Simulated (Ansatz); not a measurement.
# Sr (P-62m) in Ansatz: equation of state

How stiff is Sr in PBE, and what volume does it want? The cell is scaled to several volumes.

All numbers are computed with Ansatz 0.2.0; they aren't measurements. Logs are shortened: lines on timing, memory, paths and dates and some standing lists are left out, and cuts for length are marked.

## (1) The crystal as given

Symmetry: P-62m, No. 189, hexagonal system. The conventional cell has a = 7.066 Å, b = 7.066 Å, c = 3.817 Å, α = 90.00°, β = 90.00°, γ = 120.00°. Around Sr (site symmetry m2m) lie 8 Sr at 3.82 to 4.09 Å.

This isn't the form of Sr at room conditions, which is fcc.

## (2) Single point, PBE, 51.71 Å³/atom (volume scaled by 0.94)

Contents of input.yaml:

```yaml
crystal:
  lattice:
    - [6.9217088822, 0.0, 0.0]
    - [-3.4608544411, 5.9943757295, 0.0]
    - [0.0, 0.0, 3.7387202819]
  atoms:
    - { symbol: Sr, position: [0.66578329, 0.0, 0.0] }
    - { symbol: Sr, position: [0.33421671, 0.33421671, 0.0] }
    - { symbol: Sr, position: [0.0, 0.66578329, 0.0] }
hamiltonian:
  xc: pbe
  pseudopotentials: { kind: paw }
kpoints:
  mp_grid: { grid: [5, 5, 7] }
scf:
  occupations: { method: fermi_dirac, width: 0.05 }
output:
  forces: true
  stress: true
  eigenvalues: true
  write_density: true
  write_potential: true
  elf: true
  volumetric_format: npy
```

Potentials or basis: Ansatz PAW.

Started as:

```console
$ ansatz run input.yaml --threads 2 --pin off --max-ram 5120MiB --backend cpu --events-out ev --progress --plain --runs-dir out
```

Output:

```text
Warning: RAYON_NUM_THREADS=2 ignored (pool sized by the plan → 2); use --threads N
Engine: ansatz 0.2.0, aarch64-unknown-linux-gnu
Pseudopotentials: kind: paw
Pseudopotential: Sr, paw, valence charge 10, recommended cutoff 420 eV (normal), Sr.paw.azcp
Functional definition: PBE
  parameter kappa = 0.804
  parameter beta = 0.06672455060314922
  exchange = pbe_x(kappa = kappa, mu = beta*pi^2/3)
  correlation = pbe_c(beta = beta)
Crystal: 3 atoms, lattice volume = 155.124 Å³
Basis set: ecut = 420 eV, 3019 PW (Γ), exchange–correlation on 96×96×50 points (8 copies of the dense FFT grid, shifted against one another)
Bands: 19, of which v1, the nominal top of the filled ones, is band 15 counted from 1 (14 counted from 0)
Symmetry: 12 space group operations
Space group: P-62m (ITA 189), of the structure as read, at distance tolerance 5.4e-5 Å
k-points: 20 of 175 (time reversal used)
Non-local potential: Sr, projectors of the file, l = 0: 3, l = 1: 2, l = 2: 2
PAW form: soft (Blöchl's): semilocal exchange-correlation on the pseudo side does not see the compensation charge
PAW one-centre angular grid: Sr, 110 points (default); XC on 64 Gauss nodes
Initial density: superposition of atomic densities (neutral atoms: chi_scale 0, normalization atom), corrected by the library's trained network
Initial wavefunctions: pseudopotential atomic-orbital guess
Functional: x = pbe(κ = 0.804, μ = 0.2195149727645171), c = pbe(β = 0.06672455060314922)
SCF iter   1: F=—  HF=-10631.977793 eV  |F-HF|=—  |Δ(HF+E_count)|=         —  Δρ=1.35e-3  dr2=4.32e-3  ethr=1.77e-3  ⟨swp⟩=9.7  Hψ=5129  notcnv=0
automatic band count: the SCF goes on with 23 bands, as 19 were too few: the levels above may hold too much charge
preconditioner: auto → Kerker (q_TF=auto, 2.075 Å⁻¹)  [metal: Δε(μ)=0.061 eV  Ē_g=2.736 eV  σ=0.050 eV  W_gap=0.28  n_scr=26 (ndim 8)  ℏωp=7.3 eV  f_vac=0.000  D(μ)=3.30/eV (n_scr^D=14)]
SCF iter   2: F=—  HF=-10631.979379 eV  |F-HF|=—  |Δ(HF+E_count)|=   1.59e-3  Δρ=8.97e-4  dr2=2.17e-3  ethr=1.44e-5  ⟨swp⟩=2.8  Hψ=901  notcnv=0  defer=2
SCF iter   3: F=—  HF=-10631.979634 eV  |F-HF|=—  |Δ(HF+E_count)|=   2.55e-4  Δρ=2.99e-4  dr2=1.18e-4  ethr=7.24e-6  ⟨swp⟩=1.1  Hψ=481  notcnv=0  defer=2
SCF iter   4: F=—  HF=-10631.979625 eV  |F-HF|=—  |Δ(HF+E_count)|=   9.40e-6  Δρ=1.73e-4  dr2=2.72e-5  ethr=3.93e-7  ⟨swp⟩=1.2  Hψ=467  notcnv=0  defer=2
SCF iter   5: F=—  HF=-10631.979630 eV  |F-HF|=—  |Δ(HF+E_count)|=   5.84e-6  Δρ=3.07e-5  dr2=8.20e-7  ethr=9.07e-8  ⟨swp⟩=2.3  Hψ=576  notcnv=0  defer=2
SCF iter   6: F=-10631.979631 eV  HF=-10631.979631 eV  |F-HF|=4.19e-9  |Δ(HF+E_count)|=   9.83e-8  Δρ=6.84e-6  dr2=5.81e-8  ethr=3.33e-10  ⟨swp⟩=14.4  Hψ=3928  notcnv=0
SCF 1 converged in 6 iterations: F = -10631.979631 eV  dr2 = 5.81e-8
SCF converged after 6 iterations
Free energy (F): -10631.979631 eV
Harris-Foulkes:  -10631.979631 eV  (|F-HF|=4.19e-9)
Internal energy: -10631.951213 eV  (E = F + TS)
E sigma→0 (E₀):  -10631.965422 eV
Entropy (-TS):   -0.028417 eV (-9.472 meV/atom)
Fermi energy:    5.443206 eV
--- Per-component energies (eV) ---
  E_band       = -397.277529
  E_kinetic    = 726.677618
  E_local      = -2287.753301  (includes V_loc(G=0)·N_el)
  E_nonlocal   = 607.944584
  E_hartree    = 578.423584
  E_xc         = -514.643624
  E_vxc        = -479.084206  (∫ρ·V_xc dr)
  E_paw        = -8084.085691  (= ΣΔE_a)
  E_vpaw       = -121.915143  (= ΣTr[D̂ρ^β])
  E_aug_tail   = -0.000003  (compensation charges beyond the density's cutoff)
  E_ewald      = -1658.514380
  E_smearing   = -0.028417  (= −TS)
  E_closure    = -0.000000  (closes the sum)
  Σ components = -10631.979631   (vs F -10631.979631, Δ=0.00e0)
--- Forces (eV/Å), atoms counted from 1 ---
  atom   1  Sr     0.01743190     0.00000000    -0.00000000
  atom   2  Sr    -0.00871595    -0.01509647     0.00000000
  atom   3  Sr    -0.00871595     0.01509647    -0.00000000
  max |Σ_I F_I| component: 3.47e-18 eV/Å
--- Stress (GPa, compression-positive) ---
        0.804096      -0.000000       0.000000
       -0.000000       0.804096       0.000000
        0.000000       0.000000       0.110305
  P = ⅓ Tr σ = 0.5728 GPa (5.728 kbar)
--- Band table (eV; the first three rows and the last of 20) ---
  k-point 0: bands = ["-31.1486", "-31.1229", "-31.1229", "-13.2122", "-13.2095", "-13.2095", "-13.2068", "-13.0060", "-13.0060", "-12.9740", "-12.9388", "-12.9388", "1.8123", "5.5636", "5.5637", "5.5637", "5.5640", "5.8061", "5.8061", "6.2166", "7.8519", "7.8519", "9.3713"]
  k-point 1: bands = ["-31.1437", "-31.1182", "-31.1182", "-13.2039", "-13.2013", "-13.2013", "-13.1986", "-13.0454", "-13.0055", "-13.0055", "-12.9999", "-12.9999", "2.0916", "5.6165", "5.6178", "5.6178", "5.6191", "6.3006", "6.3006", "6.3322", "7.9423", "7.9423", "8.6798"]
  k-point 2: bands = ["-31.1328", "-31.1076", "-31.1076", "-13.2014", "-13.1853", "-13.1827", "-13.1827", "-13.1801", "-13.1517", "-13.1517", "-12.9862", "-12.9862", "2.8443", "5.7316", "5.7377", "5.7377", "5.7438", "6.2589", "7.6701", "7.6701", "7.7801", "7.7865", "7.7865"]
  k-point 19: bands = ["-31.1092", "-31.1089", "-31.1039", "-13.2888", "-13.2882", "-13.2767", "-13.2248", "-13.1590", "-13.1570", "-13.0341", "-13.0240", "-13.0232", "4.8249", "4.8289", "4.9691", "5.8069", "5.8141", "5.8594", "7.3689", "7.3836", "7.8676", "8.1708", "8.1800"]
```

It took 6 s on 2 threads of Arm Neoverse V1, shared host; peak memory 0.36 GiB.

What came out:

```yaml
Free_energy: -10631.9796 eV
Pressure: 0.6 GPa
Largest_force: 0.017 eV/Å
Band_gap_on_the_k_mesh: none (metal or under the smearing width)
```

## (3) Single point, PBE, 52.81 Å³/atom (volume scaled by 0.96)

input.yaml: that of step 2 with these lines changed.

```diff
@@ -2,5 +2,5 @@
   lattice:
-    - [6.9217088822, 0.0, 0.0]
-    - [-3.4608544411, 5.9943757295, 0.0]
-    - [0.0, 0.0, 3.7387202819]
+    - [6.970454917, 0.0, 0.0]
+    - [-3.4852274584, 6.036591034, 0.0]
+    - [0.0, 0.0, 3.7650501655]
   atoms:
```

Potentials or basis: Ansatz PAW.

Started as:

```console
$ ansatz run input.yaml --threads 2 --pin off --max-ram 5120MiB --backend cpu --events-out ev --progress --plain --runs-dir out
```

Run time: 5.8 s. Hardware: 2 threads of Arm Neoverse V1, shared host; peak memory 0.36 GiB.

It converged, with:

- Free energy: -10631.9892 eV
- Pressure: 0.4 GPa
- Largest force: 0.016 eV/Å
- Band gap on the k mesh: none (metal or under the smearing width)

## (4) Single point, PBE, 53.91 Å³/atom (volume scaled by 0.98)

input.yaml: that of step 3 with these lines changed.

```diff
@@ -2,5 +2,5 @@
   lattice:
-    - [6.970454917, 0.0, 0.0]
-    - [-3.4852274584, 6.036591034, 0.0]
-    - [0.0, 0.0, 3.7650501655]
+    - [7.018528539, 0.0, 0.0]
+    - [-3.5092642695, 6.0782240119, 0.0]
+    - [0.0, 0.0, 3.7910168493]
   atoms:
@@ -20,5 +20 @@
   eigenvalues: true
-  write_density: true
-  write_potential: true
-  elf: true
-  volumetric_format: npy
```

Started as:

```console
$ ansatz run input.yaml --threads 2 --pin off --max-ram 5120MiB --backend cpu --events-out ev --progress --plain --runs-dir out
```

Run time: 4.2 s. Hardware: 2 threads of Arm Neoverse V1, shared host; peak memory 0.35 GiB.

Results (log left out):

```
Free energy            : -10631.9945 eV
Pressure               : 0.2 GPa
Largest force          : 0.015 eV/Å
Band gap on the k mesh : none (metal or under the smearing width)
```

## (5) Single point, PBE, 55.01 Å³/atom

input.yaml: that of step 4 with these lines changed.

```diff
@@ -2,5 +2,5 @@
   lattice:
-    - [7.018528539, 0.0, 0.0]
-    - [-3.5092642695, 6.0782240119, 0.0]
-    - [0.0, 0.0, 3.7910168493]
+    - [7.0659524677, 0.0, 0.0]
+    - [-3.5329762338, 6.1192943389, 0.0]
+    - [0.0, 0.0, 3.816632605]
   atoms:
```

Started as:

```console
$ ansatz run input.yaml --threads 2 --pin off --max-ram 5120MiB --backend cpu --events-out ev --progress --plain --runs-dir out
```

Wall time 4.2 s (2 threads of Arm Neoverse V1, shared host); peak memory 0.35 GiB.

It converged, with:

```yaml
Free_energy: -10631.9962 eV
Pressure: 0.0 GPa
Largest_force: 0.015 eV/Å
Band_gap_on_the_k_mesh: none (metal or under the smearing width)
```

## (6) Single point, PBE, 56.11 Å³/atom (volume scaled by 1.02)

input.yaml: that of step 5 with these lines changed.

```diff
@@ -2,5 +2,5 @@
   lattice:
-    - [7.0659524677, 0.0, 0.0]
-    - [-3.5329762338, 6.1192943389, 0.0]
-    - [0.0, 0.0, 3.816632605]
+    - [7.1127482187, 0.0, 0.0]
+    - [-3.5563741093, 6.159820648, 0.0]
+    - [0.0, 0.0, 3.8419090542]
   atoms:
```

Potentials or basis: Ansatz PAW.

Started as:

```console
$ ansatz run input.yaml --threads 2 --pin off --max-ram 5120MiB --backend cpu --events-out ev --progress --plain --runs-dir out
```

Wall time 4.3 s (2 threads of Arm Neoverse V1, shared host); peak memory 0.36 GiB.

It converged, with:

```yaml
Free_energy: -10631.9946 eV
Pressure: -0.2 GPa
Largest_force: 0.014 eV/Å
Band_gap_on_the_k_mesh: none (metal or under the smearing width)
```

## (7) Single point, PBE, 57.21 Å³/atom (volume scaled by 1.04)

input.yaml: that of step 6 with these lines changed.

```diff
@@ -2,5 +2,5 @@
   lattice:
-    - [7.1127482187, 0.0, 0.0]
-    - [-3.5563741093, 6.159820648, 0.0]
-    - [0.0, 0.0, 3.8419090542]
+    - [7.1589361896, 0.0, 0.0]
+    - [-3.5794680947, 6.1998206042, 0.0]
+    - [0.0, 0.0, 3.8668572147]
   atoms:
```

Started as:

```console
$ ansatz run input.yaml --threads 2 --pin off --max-ram 5120MiB --backend cpu --events-out ev --progress --plain --runs-dir out
```

Run time: 4.4 s. Hardware: 2 threads of Arm Neoverse V1, shared host; peak memory 0.36 GiB.

Results (log left out):

- Free energy: -10631.9901 eV
- Pressure: -0.3 GPa
- Largest force: 0.013 eV/Å
- Band gap on the k mesh: none (metal or under the smearing width)

## (8) Single point, PBE, 58.31 Å³/atom (volume scaled by 1.06)

input.yaml: that of step 7 with these lines changed.

```diff
@@ -2,5 +2,5 @@
   lattice:
-    - [7.1589361896, 0.0, 0.0]
-    - [-3.5794680947, 6.1998206042, 0.0]
-    - [0.0, 0.0, 3.8668572147]
+    - [7.2045357387, 0.0, 0.0]
+    - [-3.6022678693, 6.2393109721, 0.0]
+    - [0.0, 0.0, 3.8914875425]
   atoms:
```

Started as:

```console
$ ansatz run input.yaml --threads 2 --pin off --max-ram 5120MiB --backend cpu --events-out ev --progress --plain --runs-dir out
```

Wall time 4.8 s (2 threads of Arm Neoverse V1, shared host); peak memory 0.36 GiB.

The run converged. Its results:

```yaml
Free_energy: -10631.9829 eV
Pressure: -0.4 GPa
Largest_force: 0.013 eV/Å
Band_gap_on_the_k_mesh: none (metal or under the smearing width)
```

## (9) Equation of state, PBE

Potentials or basis: Ansatz PAW.

No new run: the results of the series are fitted here.

What came out:

* Equilibrium volume: 55.01 Å³/atom
* Bulk modulus at fixed shape and positions: 8.0 GPa
* Pressure derivative of the bulk modulus: 4.6 (rough: it moves with the points fitted)

Energy against volume, from the lowest point:
| volume (Å³/atom) | energy (meV/atom) |
| --- | --- |
| 51.708 | 5.52 |
| 52.808 | 2.35 |
| 53.908 | 0.56 |
| 55.009 | 0.00 |
| 56.109 | 0.52 |
| 57.209 | 2.03 |
| 58.309 | 4.43 |

Caveat: the cell was scaled at fixed shape and fractional positions, which overstates the stiffness of a crystal with free parameters, most of all of layers and chains.
